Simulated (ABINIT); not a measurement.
The system is Au.

```
CELL_PARAMETERS angstrom
0.00000 2.03500 2.03500
2.03500 0.00000 2.03500
2.03500 2.03500 0.00000
ATOMIC_POSITIONS crystal
Au 0.00000 0.00000 0.00000
```

Base run:

- Program: ABINIT 10.8.3 (patched build)
- Functional: PBEsol
- Potentials or basis: PseudoDojo NC SR PBEsol v0.4.1 standard
- Cutoff: 871 eV
- k mesh: 8 × 8 × 8
- Occupations: fermi-dirac, width 0.05 eV
- Spin: no spin polarisation

Its results: pressure 0.7 GPa.

Problem. After a change of settings the same cell gave: pressure -0.3 GPa. Which change was it?
A. functional from PBEsol to PBE; potentials or basis from PseudoDojo NC SR PBEsol v0.4.1 standard to PseudoDojo NC SR PBE v0.4.1 standard; cutoff from 871 eV to 952 eV
B. functional from PBEsol to PBE; potentials or basis from PseudoDojo NC SR PBEsol v0.4.1 standard to PseudoDojo NC SR PBE v0.5 stringent
C. k mesh from 8 × 8 × 8 to 12 × 12 × 12, with 4 shifts; occupations from fermi-dirac, width 0.05 eV to cold (ABINIT), width 0.1 eV

Solution. C.

Not every run made on this cell is shown here.
